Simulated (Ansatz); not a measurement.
# Fe (Im-3m) in Ansatz: a series of runs

Runs on Fe. Level: r2SCAN. Tasks: single point, equation of state.

All numbers are computed with Ansatz 0.2.0; they aren't measurements. Logs are shortened: lines on timing, memory, paths and dates and some standing lists are left out, and cuts for length are marked.

**What was measured.**

From “Pressure Induced Densification and Compression in a Reprocessed Borosilicate Glass”, 2018, pmc:5793612, for a bulk crystal of Fe: bulk modulus 166.4 GPa.

How close the calculation comes is told below.

### Step 1. The crystal as given

The structure is cubic, space group Im-3m (No. 229). The conventional cell has a = 2.886 Å, b = 2.886 Å, c = 2.886 Å, α = 90.00°, β = 90.00°, γ = 90.00°. Around Fe (site symmetry m-3m) lie 8 Fe at 2.50 Å.

### Step 2. Single point, r2SCAN, collinear spin, ferromagnetic start, 11.30 Å³/atom (volume scaled by 0.94)

File input.yaml:

```yaml
crystal:
  lattice:
    - [-1.4135427549, 1.4135427549, 1.4135427549]
    - [1.4135427549, -1.4135427549, 1.4135427549]
    - [1.4135427549, 1.4135427549, -1.4135427549]
  atoms:
    - { symbol: Fe, position: [0.0, 0.0, 0.0], spin: 3.0 }
hamiltonian:
  xc: r2scan
  pseudopotentials: { kind: paw }
magnetization:
  spin_polarized: true
kpoints:
  mp_grid: { grid: [13, 13, 13] }
scf:
  occupations: { method: fermi_dirac, width: 0.05 }
output:
  forces: true
  stress: true
  eigenvalues: true
```

Potentials or basis: Ansatz PAW.

The run is started by

```
> ansatz run input.yaml --threads 2 --pin off --max-ram 5632MiB --backend cpu --events-out ev --progress --plain --runs-dir out
```

The program printed:

```text
Warning: RAYON_NUM_THREADS=2 ignored (pool sized by the plan → 2); use --threads N
Engine: ansatz 0.2.0, x86_64-unknown-linux-gnu
Pseudopotentials: kind: paw
Pseudopotential: Fe, paw, valence charge 16, recommended cutoff 500 eV (meta_gga), Fe.paw.azcp
Functional definition: r2SCAN
  parameter k0 = 0.174
  parameter k1 = 0.065
  parameter a1 = 4.9479
  exchange = r2scan_x(k0 = k0, k1 = k1, a1 = a1)
  correlation = r2scan_c
Crystal: 1 atoms, lattice volume = 11.298 Å³
Basis set: ecut = 500 eV, 321 PW (Γ), exchange–correlation on 72×72×72 points (64 copies of the dense FFT grid, shifted against one another)
Bands: 14, of which v1, the nominal top of the filled ones, is band 8 counted from 1 (7 counted from 0)
Symmetry: 48 space group operations
Space group: Im-3m (ITA 229), of the structure as read, at distance tolerance 2.2e-5 Å
Magnetic group: BNS 229.140 (UNI 1642), of the structure as read, at distance tolerance 2.2e-5 Å
k-points: 84 of 2197
Non-local potential: Fe, projectors of the file, l = 0: 3, l = 1: 2, l = 2: 3, l = 3: 1
PAW form: soft (Blöchl's): semilocal exchange-correlation on the pseudo side does not see the compensation charge
PAW frozen core: Fe, regenerated for the run's functional (the file was generated under x = pbe(κ = 0.804, μ = 0.2195149727645171), c = pbe(β = 0.06672455060314922))
PAW one-centre angular grid: Fe, 590 points (default); XC on 160 Gauss nodes
Initial density: superposition of atomic densities (chi_scale 0.1, normalization cell)
Starting moments: Σ|m| = 3 μB on 1 of 1 site
Initial wavefunctions: pseudopotential atomic-orbital guess
Functional: x = r2scan, c = r2scan; τ floored in thin density (d = 2e-4 eV/Å³)
SCF iter   1: F=—  HF=-4485.572820 eV  |F-HF|=—  |Δ(HF+E_count)|=         —  Δρ=8.53e-2 (↑4.16e-2 ↓8.53e-2)  dr2=1.15e0  dr2_τ=6.15e-3  dr2_m=7.91e-2  M=2.711 μB ∫|m|=2.798 μB  β_m=1.00  ethr=3.10e-3  ⟨swp⟩=4.9  Hψ=11727  notcnv=0
Mixer restart at iter 1: flushing history
preconditioner: auto → none  [metal: Δε(μ)=0.031 eV  Ē_g=15.687 eV  σ=0.050 eV  W_gap=0.15  n_scr=0 (ndim 8)  ℏωp=31.2 eV  f_vac=0.000  D(μ)=0.77/eV (n_scr^D=12)]
SCF iter   2: F=—  HF=-4485.341448 eV  |F-HF|=—  |Δ(HF+E_count)|=   2.31e-1  Δρ=3.00e-2 (↑3.00e-2 ↓1.54e-2)  dr2=1.86e-2  dr2_τ=3.57e-3  dr2_m=4.53e-2  M=2.675 μB ∫|m|=2.905 μB  β_m=1.00  ethr=3.10e-3  ⟨swp⟩=3.2  Hψ=5632  notcnv=0  defer=185  κ⁻¹=1.0e0(r=1)
SCF iter   3: F=—  HF=-4485.538467 eV  |F-HF|=—  |Δ(HF+E_count)|=         —  Δρ=1.02e-2 (↑1.02e-2 ↓6.42e-3)  dr2=6.64e-3  dr2_τ=2.70e-4  dr2_m=2.13e-3  M=2.662 μB ∫|m|=2.928 μB  β_m=1.00  ethr=1.16e-4  ⟨swp⟩=2.9  Hψ=4974  notcnv=0  defer=185
Mixer restart at iter 3: flushing history
SCF iter   4: F=—  HF=-4485.682040 eV  |F-HF|=—  |Δ(HF+E_count)|=   1.44e-1  Δρ=6.16e-3 (↑6.16e-3 ↓5.14e-3)  dr2=4.70e-3  dr2_τ=1.88e-4  dr2_m=1.23e-4  M=2.658 μB ∫|m|=2.939 μB  β_m=1.00  ethr=4.15e-5  ⟨swp⟩=2.6  Hψ=4523  notcnv=0  defer=185  κ⁻¹=1.0e0(r=1)
SCF iter   5: F=—  HF=-4485.810338 eV  |F-HF|=—  |Δ(HF+E_count)|=   1.28e-1  Δρ=4.18e-3 (↑3.38e-3 ↓4.18e-3)  dr2=2.97e-3  dr2_τ=8.88e-5  dr2_m=5.55e-5  M=2.650 μB ∫|m|=2.943 μB  β_m=1.00  ethr=2.94e-5  ⟨swp⟩=2.4  Hψ=4781  notcnv=0  defer=184  κ⁻¹=5.4e-2(r=2)
SCF iter   6: F=—  HF=-4485.886184 eV  |F-HF|=—  |Δ(HF+E_count)|=   7.58e-2  Δρ=1.79e-3 (↑1.79e-3 ↓1.29e-3)  dr2=5.93e-4  dr2_τ=9.66e-6  dr2_m=6.29e-5  M=2.640 μB ∫|m|=2.941 μB  β_m=1.00  ethr=1.85e-5  ⟨swp⟩=2.6  Hψ=4877  notcnv=0  defer=182  κ⁻¹=1.5e-2(r=3)
SCF iter   7: F=—  HF=-4485.887587 eV  |F-HF|=—  |Δ(HF+E_count)|=   1.40e-3  Δρ=9.59e-4 (↑6.83e-4 ↓9.59e-4)  dr2=1.47e-4  dr2_τ=1.86e-6  dr2_m=2.23e-5  M=2.638 μB ∫|m|=2.940 μB  β_m=1.00  ethr=3.71e-6  ⟨swp⟩=2.0  Hψ=3440  notcnv=0  defer=179  κ⁻¹=1.3e-2(r=4)
SCF iter   8: F=—  HF=-4485.887474 eV  |F-HF|=—  |Δ(HF+E_count)|=   1.13e-4  Δρ=1.44e-4 (↑1.44e-4 ↓1.04e-4)  dr2=1.49e-6  dr2_τ=8.69e-8  dr2_m=8.71e-7  M=2.638 μB ∫|m|=2.938 μB  β_m=1.00  ethr=9.16e-7  ⟨swp⟩=2.0  Hψ=4087  notcnv=0  defer=179  κ⁻¹=1.2e-3(r=5)
SCF iter   9: F=—  HF=-4485.887521 eV  |F-HF|=—  |Δ(HF+E_count)|=   4.73e-5  Δρ=8.56e-5 (↑8.56e-5 ↓3.13e-5)  dr2=3.79e-7  dr2_τ=1.03e-8  dr2_m=1.95e-7  M=2.637 μB ∫|m|=2.939 μB  β_m=1.00  ethr=9.28e-9  ⟨swp⟩=2.0  Hψ=3639  notcnv=0  defer=179  κ⁻¹=4.4e-5(r=6)
SCF iter  10: F=—  HF=-4485.887518 eV  |F-HF|=—  |Δ(HF+E_count)|=   3.43e-6  Δρ=4.05e-5 (↑4.05e-5 ↓3.14e-5)  dr2=7.89e-8  dr2_τ=4.71e-9  dr2_m=2.53e-8  M=2.637 μB ∫|m|=2.939 μB  β_m=1.00  ethr=2.37e-9  ⟨swp⟩=2.1  Hψ=3564  notcnv=0  defer=179  κ⁻¹=5.4e-6(r=7)
SCF iter  11: F=—  HF=-4485.887526 eV  |F-HF|=—  |Δ(HF+E_count)|=   8.12e-6  Δρ=2.43e-5 (↑2.43e-5 ↓1.78e-5)  dr2=9.50e-9  dr2_τ=7.83e-10  dr2_m=3.52e-8  M=2.637 μB ∫|m|=2.938 μB  β_m=1.00  ethr=4.93e-10  ⟨swp⟩=2.1  Hψ=3749  notcnv=0  defer=179  κ⁻¹=9.6e-7(r=8)
SCF iter  12: F=—  HF=-4485.887527 eV  |F-HF|=—  |Δ(HF+E_count)|=   1.02e-6  Δρ=5.70e-6 (↑5.70e-6 ↓4.18e-6)  dr2=6.39e-10  dr2_τ=7.13e-11  dr2_m=1.96e-9  M=2.637 μB ∫|m|=2.938 μB  β_m=1.00  ethr=5.94e-11  ⟨swp⟩=2.4  Hψ=3906  notcnv=0  defer=179  κ⁻¹=2.4e-7(r=8)
SCF iter  13: F=-4485.887527 eV  HF=-4485.887527 eV  |F-HF|=3.67e-10  |Δ(HF+E_count)|=   6.33e-8  Δρ=6.94e-6 (↑6.94e-6 ↓3.88e-6)  dr2=8.46e-9  dr2_τ=1.70e-11  dr2_m=2.45e-10  M=2.637 μB ∫|m|=2.938 μB  ethr=3.99e-12  ⟨swp⟩=5.0  Hψ=9226  notcnv=0
SCF 1 converged in 13 iterations: F = -4485.887527 eV  dr2 = 8.46e-9
this state was not tested for a lower state beside it, because the mixer in use, unlike msr1, does not test its closes by its own steps (another_mixer; see scf.mixing.algorithm and scf.lower_state_search)
SCF converged after 13 iterations
Magnetization: 2.6372 μB (9.3186 up, 6.6814 down)
Absolute magnetization: 2.9390 μB (∫|ρ↑−ρ↓|, with the PAW one-centre terms)
Spin contamination: 0.1134 ħ² per cell (⟨S²⟩ above its minimum at these occupations)
Per-site moments (μB) at R_I (Å): [(2.779152162377141, 1.0099352464400433)]
Free energy (F): -4485.887527 eV
Harris-Foulkes:  -4485.887527 eV  (|F-HF|=3.67e-10)
Internal energy: -4485.882251 eV  (E = F + TS)
E sigma→0 (E₀):  -4485.884889 eV
Entropy (-TS):   -0.005276 eV (-5.276 meV/atom)
Fermi energy:    18.554229 eV
--- Per-component energies (eV) ---
  E_band       = -231.180565
  E_kinetic    = 349.878963
  E_local      = -2060.482946  (includes V_loc(G=0)·N_el)
  E_nonlocal   = 223.023454
  E_hartree    = 867.224828
  E_xc         = -113.326803
  E_vxc        = -168.227686  (∫ρ·V_xc dr)
  E_paw        = -1379.265662  (= ΣΔE_a)
  E_vpaw       = -321.915504  (= ΣTr[D̂ρ^β])
  E_aug_tail   = 0.000266  (compensation charges beyond the density's cutoff)
  E_vtau       = 12.098650  (kinetic-family band-sum trace: ∫τ·v_τ [+ j·A + Jᵃ·Aᵃ] dr)
  E_ewald      = -2372.644876
  E_core_change = -0.289475  (= ΣΔE_core)
  E_smearing   = -0.005276  (= −TS)
  E_closure    = 0.000000  (closes the sum)
  Σ components = -4485.887527   (vs F -4485.887527, Δ=0.00e0)
--- Forces (eV/Å), atoms counted from 1 ---
  atom   1  Fe    -0.00000000    -0.00000000    -0.00000000
  max |Σ_I F_I| component: 2.10e-31 eV/Å
--- Stress (GPa, compression-positive) ---
        9.090370       0.000000      -0.000000
       -0.000000       9.090370       0.000000
       -0.000000      -0.000000       9.090370
  P = ⅓ Tr σ = 9.0904 GPa (90.904 kbar)
--- Band table (eV; the first three rows and the last of 168) ---
  k-point 0 ↑: bands = ["-73.5159", "-37.9562", "-37.9562", "-37.9562", "9.8146", "15.5220", "15.5220", "15.5220", "16.8191", "16.8191", "43.9184", "43.9184", "43.9184", "49.5981"]
  k-point 1 ↑: bands = ["-73.5114", "-37.9807", "-37.9643", "-37.9561", "10.0689", "15.4567", "15.5191", "15.6555", "16.7554", "16.8244", "42.4812", "43.5919", "43.7828", "48.7213"]
  k-point 2 ↑: bands = ["-73.4987", "-38.0482", "-37.9869", "-37.9560", "10.7956", "15.2786", "15.4868", "16.0363", "16.6418", "16.8417", "39.3654", "42.3996", "43.4787", "46.4602"]
  k-point 83 ↓: bands = ["-69.0767", "-34.0284", "-34.0230", "-34.0230", "15.7273", "15.7671", "21.6978", "21.6978", "21.8217", "28.4454", "29.4588", "29.4588", "36.0032", "36.5048"]
```

Run time: 19 s. Hardware: 2 threads of Intel Xeon at 2.50GHz (Skylake/Cascade Lake), shared host; peak memory 0.34 GiB.

What came out:

- Free energy: -4485.8875 eV
- Pressure: 9.1 GPa
- Band gap on the k mesh: none (metal or under the smearing width)
- Net moment: 2.64 μB per cell
- Absolute moment: 2.94 μB per cell
- Site moments: Fe +2.78 μB

Caveat: the magnetic or orbital state may not be the lowest; the PAW data sets come from PBE, with cores solved anew for the run's functional, which leaves a small shift of forces and pressure.

### Step 3. Single point, r2SCAN, collinear spin, ferromagnetic start, 11.54 Å³/atom (volume scaled by 0.96)

File input.yaml:

```yaml
crystal:
  lattice:
    - [-1.4234976093, 1.4234976093, 1.4234976093]
    - [1.4234976093, -1.4234976093, 1.4234976093]
    - [1.4234976093, 1.4234976093, -1.4234976093]
  atoms:
    - { symbol: Fe, position: [0.0, 0.0, 0.0], spin: 3.0 }
hamiltonian:
  xc: r2scan
  pseudopotentials: { kind: paw }
magnetization:
  spin_polarized: true
kpoints:
  mp_grid: { grid: [13, 13, 13] }
scf:
  occupations: { method: fermi_dirac, width: 0.05 }
output:
  forces: true
  stress: true
  eigenvalues: true
  write_density: true
  write_potential: true
  elf: true
  volumetric_format: npy
```

Potentials or basis: Ansatz PAW.

The run is started by

```
> ansatz run input.yaml --threads 2 --pin off --max-ram 5632MiB --backend cpu --events-out ev --progress --plain --runs-dir out
```

Wall time 27 s (2 threads of Intel Xeon at 2.50GHz (Skylake/Cascade Lake), shared host); peak memory 0.35 GiB.

It converged, with:

- Free energy: -4485.8975 eV
- Pressure: 4.3 GPa
- Band gap on the k mesh: none (metal or under the smearing width)
- Net moment: 2.65 μB per cell
- Absolute moment: 2.96 μB per cell
- Site moments: Fe +2.79 μB

Caveat: the magnetic or orbital state may not be the lowest; the PAW data sets come from PBE, with cores solved anew for the run's functional, which leaves a small shift of forces and pressure.

### Step 4. Single point, r2SCAN, collinear spin, ferromagnetic start, 11.78 Å³/atom (volume scaled by 0.98)

File input.yaml:

```yaml
crystal:
  lattice:
    - [-1.4333151444, 1.4333151444, 1.4333151444]
    - [1.4333151444, -1.4333151444, 1.4333151444]
    - [1.4333151444, 1.4333151444, -1.4333151444]
  atoms:
    - { symbol: Fe, position: [0.0, 0.0, 0.0], spin: 3.0 }
hamiltonian:
  xc: r2scan
  pseudopotentials: { kind: paw }
magnetization:
  spin_polarized: true
kpoints:
  mp_grid: { grid: [13, 13, 13] }
scf:
  occupations: { method: fermi_dirac, width: 0.05 }
output:
  forces: true
  stress: true
  eigenvalues: true
```

The run is started by

```
> ansatz run input.yaml --threads 2 --pin off --max-ram 5632MiB --backend cpu --events-out ev --progress --plain --runs-dir out
```

Run time: 24 s. Hardware: 2 threads of Intel Xeon at 2.50GHz (Skylake/Cascade Lake), shared host; peak memory 0.36 GiB.

Results (log left out):

```
Free energy            : -4485.9006 eV
Pressure               : -0.1 GPa
Band gap on the k mesh : none (metal or under the smearing width)
Net moment             : 2.65 μB per cell
Absolute moment        : 2.98 μB per cell
Site moments           : Fe +2.80 μB
```

Caveat: the magnetic or orbital state may not be the lowest; the PAW data sets come from PBE, with cores solved anew for the run's functional, which leaves a small shift of forces and pressure.

### Step 5. Single point, r2SCAN, collinear spin, ferromagnetic start, 12.02 Å³/atom

Edit input.yaml of step 4 so:

```diff
@@ -2,5 +2,5 @@
   lattice:
-    - [-1.4333151444, 1.4333151444, 1.4333151444]
-    - [1.4333151444, -1.4333151444, 1.4333151444]
-    - [1.4333151444, 1.4333151444, -1.4333151444]
+    - [-1.443, 1.443, 1.443]
+    - [1.443, -1.443, 1.443]
+    - [1.443, 1.443, -1.443]
   atoms:
```

The run is started by

```
> ansatz run input.yaml --threads 2 --pin off --max-ram 5632MiB --backend cpu --events-out ev --progress --plain --runs-dir out
```

It took 22 s on 2 threads of Intel Xeon at 2.50GHz (Skylake/Cascade Lake), shared host; peak memory 0.36 GiB.

It converged, with:

```
Free energy            : -4485.8974 eV
Pressure               : -4.0 GPa
Band gap on the k mesh : none (metal or under the smearing width)
Net moment             : 2.65 μB per cell
Absolute moment        : 3.00 μB per cell
Site moments           : Fe +2.82 μB
```

Caveat: the magnetic or orbital state may not be the lowest; the PAW data sets come from PBE, with cores solved anew for the run's functional, which leaves a small shift of forces and pressure.

### Step 6. Single point, r2SCAN, collinear spin, ferromagnetic start, 12.26 Å³/atom (volume scaled by 1.02)

Edit input.yaml of step 5 so:

```diff
@@ -2,5 +2,5 @@
   lattice:
-    - [-1.443, 1.443, 1.443]
-    - [1.443, -1.443, 1.443]
-    - [1.443, 1.443, -1.443]
+    - [-1.4525565699, 1.4525565699, 1.4525565699]
+    - [1.4525565699, -1.4525565699, 1.4525565699]
+    - [1.4525565699, 1.4525565699, -1.4525565699]
   atoms:
```

Potentials or basis: Ansatz PAW.

The run is started by

```
> ansatz run input.yaml --threads 2 --pin off --max-ram 5632MiB --backend cpu --events-out ev --progress --plain --runs-dir out
```

It took 23 s on 2 threads of Intel Xeon at 2.50GHz (Skylake/Cascade Lake), shared host; peak memory 0.36 GiB.

Results (log left out):

* Free energy: -4485.8888 eV
* Pressure: -7.3 GPa
* Band gap on the k mesh: none (metal or under the smearing width)
* Net moment: 2.66 μB per cell
* Absolute moment: 3.02 μB per cell
* Site moments: Fe +2.83 μB

Caveat: the magnetic or orbital state may not be the lowest; the PAW data sets come from PBE, with cores solved anew for the run's functional, which leaves a small shift of forces and pressure.

### Step 7. Single point, r2SCAN, collinear spin, ferromagnetic start, 12.50 Å³/atom (volume scaled by 1.04)

Edit input.yaml of step 6 so:

```diff
@@ -2,5 +2,5 @@
   lattice:
-    - [-1.4525565699, 1.4525565699, 1.4525565699]
-    - [1.4525565699, -1.4525565699, 1.4525565699]
-    - [1.4525565699, 1.4525565699, -1.4525565699]
+    - [-1.4619890197, 1.4619890197, 1.4619890197]
+    - [1.4619890197, -1.4619890197, 1.4619890197]
+    - [1.4619890197, 1.4619890197, -1.4619890197]
   atoms:
```

The run is started by

```
> ansatz run input.yaml --threads 2 --pin off --max-ram 5632MiB --backend cpu --events-out ev --progress --plain --runs-dir out
```

Run time: 24 s. Hardware: 2 threads of Intel Xeon at 2.50GHz (Skylake/Cascade Lake), shared host; peak memory 0.35 GiB.

It converged, with:

- Free energy: -4485.8755 eV
- Pressure: -10.3 GPa
- Band gap on the k mesh: none (metal or under the smearing width)
- Net moment: 2.67 μB per cell
- Absolute moment: 3.04 μB per cell
- Site moments: Fe +2.84 μB

Caveat: the magnetic or orbital state may not be the lowest; the PAW data sets come from PBE, with cores solved anew for the run's functional, which leaves a small shift of forces and pressure.

### Step 8. Single point, r2SCAN, collinear spin, ferromagnetic start, 12.74 Å³/atom (volume scaled by 1.06)

Edit input.yaml of step 7 so:

```diff
@@ -2,5 +2,5 @@
   lattice:
-    - [-1.4619890197, 1.4619890197, 1.4619890197]
-    - [1.4619890197, -1.4619890197, 1.4619890197]
-    - [1.4619890197, 1.4619890197, -1.4619890197]
+    - [-1.4713013028, 1.4713013028, 1.4713013028]
+    - [1.4713013028, -1.4713013028, 1.4713013028]
+    - [1.4713013028, 1.4713013028, -1.4713013028]
   atoms:
```

The run is started by

```
> ansatz run input.yaml --threads 2 --pin off --max-ram 5632MiB --backend cpu --events-out ev --progress --plain --runs-dir out
```

Wall time 23 s (2 threads of Intel Xeon at 2.50GHz (Skylake/Cascade Lake), shared host); peak memory 0.36 GiB.

It converged, with:

```
Free energy            : -4485.8579 eV
Pressure               : -13.1 GPa
Band gap on the k mesh : none (metal or under the smearing width)
Net moment             : 2.67 μB per cell
Absolute moment        : 3.06 μB per cell
Site moments           : Fe +2.86 μB
```

Caveat: the magnetic or orbital state may not be the lowest; the PAW data sets come from PBE, with cores solved anew for the run's functional, which leaves a small shift of forces and pressure.

### Step 9. Equation of state, r2SCAN, collinear spin, ferromagnetic start

Potentials or basis: Ansatz PAW.

No new run: the results of the series are fitted here.

What came out:

| Item | Value |
| --- | --- |
| Equilibrium volume | 11.77 Å³/atom |
| Bulk modulus | 202 GPa |
| Pressure derivative of the bulk modulus | 5.2 |

Energy against volume, from the lowest point:
```csv
volume (Å³/atom),energy (meV/atom)
11.298,13.09
11.538,3.07
11.778,0.00
12.019,3.19
12.259,11.78
12.499,25.08
12.740,42.69
```

Caveat: the magnetic or orbital state may not be the lowest; the PAW data sets were made with another functional, which shifts forces and pressure a little.

### Step 10. Against experiment

Step 9. Measured bulk modulus of Fe: 166.4 GPa (quoted in “Pressure Induced Densification and Compression in a Reprocessed Borosilicate Glass”, 2018, pmc:5793612). This calculation gives 202 GPa (+21.4 %). The fit is for a static lattice scaled at fixed shape and fixed fractional positions.
